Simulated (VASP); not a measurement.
CaO (strained rocksalt), PBE single-point calculation: Ansatz's output and VASP's

```yaml
crystal:
  lattice:
    - [0.00000, 2.42153, 2.38556]
    - [2.42153, 0.00000, 2.38556]
    - [2.42153, 2.42153, 0.00000]
  atoms:
    - { symbol: Ca, position: [0.00000, 0.00000, 0.00000] }
    - { symbol: O, position: [0.50000, 0.50000, 0.50000] }
```

Ansatz printed

```
SCF 1 converged in 7 iterations: F = -2387.720285 eV  dr2 = 7.75e-8
  greatest PAW one-centre occupation: 0.995 electrons in one spin orbital (limit 2), on the Ca atom at site 0 (counted from 0), in its partial waves of l = 0
NSCF: frozen V_eff on 7 k-points
SCF converged after 7 iterations
Free energy (F): -2387.720285 eV
Harris-Foulkes:  -2387.720285 eV  (|F-HF|=6.70e-8)
Internal energy: -2387.720285 eV  (E = F + TS)
E sigma→0 (E₀):  -2387.720285 eV
Fermi energy:    9.434673 eV
--- Per-component energies (eV) ---
  E_band       = -102.480014
  E_kinetic    = 455.963130
  E_local      = -895.851516  (includes V_loc(G=0)·N_el)
  E_nonlocal   = 111.471371
  E_hartree    = 297.128305
  E_xc         = -213.245530
  E_vxc        = -268.288029  (∫ρ·V_xc dr)
  E_paw        = -1016.280548  (= ΣΔE_a)
  E_vpaw       = -100.029560  (= ΣTr[D̂ρ^β])
  E_aug_tail   = 0.002407  (compensation charges beyond the density's cutoff)
  E_ewald      = -1126.907903
  E_smearing   = -0.000000  (= −TS)
  E_closure    = 0.000000  (closes the sum)
  Σ components = -2387.720285   (vs F -2387.720285, Δ=0.00e0)
--- Forces (eV/Å), atoms counted from 1 ---
  atom   1  Ca    -0.00000000     0.00000000     0.00000000
  atom   2  O      0.00000000     0.00000000     0.00000000
  max |Σ_I F_I| component: 1.18e-29 eV/Å
--- Stress (GPa, compression-positive) ---
        0.075094       0.000000       0.000000
        0.000000       0.075094       0.000000
        0.000000       0.000000       2.381508
  P = ⅓ Tr σ = 0.8439 GPa (8.439 kbar)
--- Band table (eV; the first three rows and the last of 102) ---
  k-point 0: bands = ["-30.0617", "-10.8361", "-10.8361", "-10.8258", "-7.8940", "7.5964", "7.5964", "7.6316", "12.2677", "13.7948", "13.7948", "13.8939"]
  k-point 1: bands = ["-30.0524", "-10.9669", "-10.8419", "-10.8337", "-7.7530", "7.2502", "7.4620", "7.4835", "12.7230", "13.7872", "13.9669", "14.0316"]
  k-point 2: bands = ["-30.0279", "-11.2740", "-10.8570", "-10.8450", "-7.4277", "6.4888", "7.1387", "7.1528", "13.6753", "13.9009", "14.4416", "14.4813"]
  k-point 101: bands = ["-29.9297", "-11.4110", "-11.0667", "-11.0667", "-7.6584", "6.3626", "7.2075", "7.2075", "11.2335", "15.6162", "16.4612", "17.0968"]
```

The two codes use different PAW datasets and cutoffs. VASP's cell holds 16 valence electrons and Ansatz's 16. Ansatz's stress includes a Pulay correction; VASP's doesn't.

**Question.** What does VASP give for the same cell and level of theory?

**Answer.** gap between bands v and c 3.58 eV; least direct gap 4.00 eV; pressure 1.4 GPa.

From OUTCAR

```
k-points           NKPTS =    102   k-points in BZ     NKDIM =    102   number of bands    NBANDS=     15

   NELECT =      16.0000    total number of electrons

   dimension x,y,z NGX =    28 NGY =   28 NGZ =   28
   dimension x,y,z NGXF=    56 NGYF=   56 NGZF=   56

  energy-cutoff  :      520.00
  volume of cell :       27.98
      direct lattice vectors                 reciprocal lattice vectors
     0.000000000  2.421525615  2.385562363    -0.206481400  0.206481400  0.209594185
     2.421525615  0.000000000  2.385562363     0.206481400 -0.206481400  0.209594185
     2.421525615  2.421525615  0.000000000     0.206481400  0.206481400 -0.209594185

 k-points in reciprocal lattice and weights: KPOINTS created by Atomic Simulation Env
   0.00000000  0.00000000  0.00000000       0.001
   0.10000000  0.00000000  0.00000000       0.008
   0.20000000  0.00000000  0.00000000       0.008
   0.30000000  0.00000000  0.00000000       0.008
   0.40000000  0.00000000  0.00000000       0.008
   0.50000000  0.00000000  0.00000000       0.004
   0.10000000  0.10000000  0.00000000       0.002
   0.20000000  0.10000000  0.00000000       0.008
   ...

 E-fermi :   2.7784

 k-point     1 :       0.0000    0.0000    0.0000
  band No.  band energies     occupation
      1     -35.3618      2.00000
      2     -16.1352      2.00000
      3     -16.1352      2.00000
      4     -16.1243      2.00000
      5     -13.2125      2.00000
      6       2.2932      2.00000
      7       2.2932      2.00000
      8       2.3295      2.00000
      9       6.9477      0.00000
     10       8.4803      0.00000
     11       8.4803      0.00000
     12       8.5793      0.00000
     13       9.9347      0.00000
     14      10.0797      0.00000
     15      17.3306      0.00000

 k-point     2 :       0.1000    0.0000    0.0000
  band No.  band energies     occupation
      1     -35.3524      2.00000
      2     -16.2671      2.00000
      3     -16.1410      2.00000
      4     -16.1324      2.00000
      5     -13.0696      2.00000
      6       1.9451      2.00000
      7       2.1572      2.00000
      8       2.1796      2.00000
      9       7.4039      0.00000
     10       8.4739      0.00000
     11       8.6534      0.00000
     12       8.7180      0.00000
     13      10.1692      0.00000
     14      10.3200      0.00000
     15      17.7218      0.00000

 k-point     3 :       0.2000    0.0000    0.0000
  band No.  band energies     occupation
      1     -35.3277      2.00000
      2     -16.5764      2.00000
      3     -16.1563      2.00000
      4     -16.1440      2.00000
      5     -12.7408      2.00000
      6       1.1801      2.00000
      7       1.8309      2.00000
      8       1.8456      2.00000
      9       8.3601      0.00000
     10       8.5872      0.00000
     11       9.1308      0.00000
     12       9.1703      0.00000
     13      10.7783      0.00000
     14      10.9418      0.00000
     15      18.2756      0.00000

 k-point     4 :       0.3000    0.0000    0.0000
  band No.  band energies     occupation
      1     -35.2970      2.00000
      2     -16.8999      2.00000
      3     -16.1750      2.00000
      4     -16.1579      2.00000
      5     -12.3910      2.00000
      6       0.4152      2.00000
      7       1.4733      2.00000
      8       1.4800      2.00000
      9       8.6906      0.00000
     10       9.6361      0.00000
     11       9.7849      0.00000
     12       9.8001      0.00000
     13      11.5550      0.00000
     14      11.7276      0.00000
     15      17.7559      0.00000

 k-point     5 :       0.4000    0.0000    0.0000
  band No.  band energies     occupation
      1     -35.2719      2.00000
      2     -17.1307      2.00000
      3     -16.1900      2.00000
      4     -16.1691      2.00000
      5     -12.1369      2.00000
      6      -0.1228      2.00000
      7       1.2120      2.00000
      8       1.2128      2.00000
      9       9.0885      0.00000
     10      10.3713      0.00000
     11      10.3808      0.00000
     12      10.4792      0.00000
     13      12.2667      0.00000
     14      12.4306      0.00000
     15      16.8004      0.00000

 k-point     6 :       0.5000    0.0000    0.0000
  band No.  band energies     occupation
      1     -35.2623      2.00000
      2     -17.2135      2.00000
      3     -16.1957      2.00000
      4     -16.1734      2.00000
      5     -12.0447      2.00000
      6      -0.3152      2.00000
      7       1.1163      2.00000
      8       1.1177      2.00000
      9       9.3182      0.00000
     10      10.6138      0.00000
     11      10.6263      0.00000
     12      10.7484      0.00000
     13      12.5875      0.00000
     14      12.7376      0.00000
     15      16.4076      0.00000

 ...

  Total        0.1078773      0.1078773      0.5288559      0.0000000      0.0000000      0.0000000
  in kB        6.1779107      6.1779107     30.2864983      0.0000000      0.0000000      0.0000000
  external PRESSURE =      14.2141065 kB  Pullay stress =       0.0000000 kB

 POSITION                                       TOTAL-FORCE (eV/Angst)
 -----------------------------------------------------------------------------------
      0.00000      0.00000      0.00000         0.000000     -0.000000     -0.000000
      2.42153      2.42153      2.38556         0.000000      0.000000      0.000000
 -----------------------------------------------------------------------------------
    total drift:                                0.000000      0.000000      0.000000

  FREE ENERGIE OF THE ION-ELECTRON SYSTEM (eV)
  ---------------------------------------------------
  free  energy   TOTEN  =       -12.8017911768 eV

  energy  without entropy=      -12.8017911768  energy(sigma->0) =      -12.80179118
```
